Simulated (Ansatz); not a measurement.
# Stress against strain in BaTiO3

```
CELL_PARAMETERS angstrom
3.98410 0.00000 0.00000
0.00000 2.83705 2.84580
0.00000 -2.83705 2.84580
ATOMIC_POSITIONS crystal
Ba 0.00000 0.00000 0.00000
Ti 0.50000 0.50790 0.50790
O 0.00000 0.49210 0.49210
O 0.50000 0.50251 0.99371
O 0.50000 0.99371 0.50251
```

Atom numbers follow the list: Ba1, Ti2, O3, O4, O5.

The cell comes from COD entry 9016084, which wasn't checked; take it as a given geometry.

Spin–orbit coupling is left out, though it moves levels of the heavy atoms by tenths of an eV or more.

Method: Ansatz 0.2.0, DFT, PBEsol, all-electron LAPW, scalar-relativistic.

Sampling and basis: a Γ-centred 8×8×8 k mesh, Fermi–Dirac smearing of 0.05 eV, basis error target 1 meV/atom, no spin polarisation.

The strain is applied along the Cartesian axes of the cell as listed (γ is the engineering shear, twice εxy = εyz = εzx). Fractional coordinates are held (clamped ions).

σ is the change of stress from the unstrained cell, which is at -4.32 GPa; tension is positive, so slopes are stress–strain coefficients at that pressure.

Only quantities that a quadratic follows smoothly over the whole series are listed; rougher ones are left out.

```tsv
γ	σxy (GPa)	σyz (GPa)
-0.0300	-3.64	-2.77
-0.0200	-2.41	-1.83
-0.0100	-1.20	-0.91
0.0000	0.00	0.00
0.0100	1.18	0.90
0.0300	3.52	2.66
```

**Question.** Fit the series and read off the stiffness at zero strain.

**Answer.** Least-squares fits y = p0 + p1 x + p2 x² to the rows give σxy (GPa): p1 = 119, p2 = -64; σyz (GPa): p1 = 90.5, p2 = -62.

**Question.** One run, at γ = 0.0200, is withheld. Predict its row.

**Answer.** The fits give 2.36, 1.79; the run gave 2.36, 1.78.
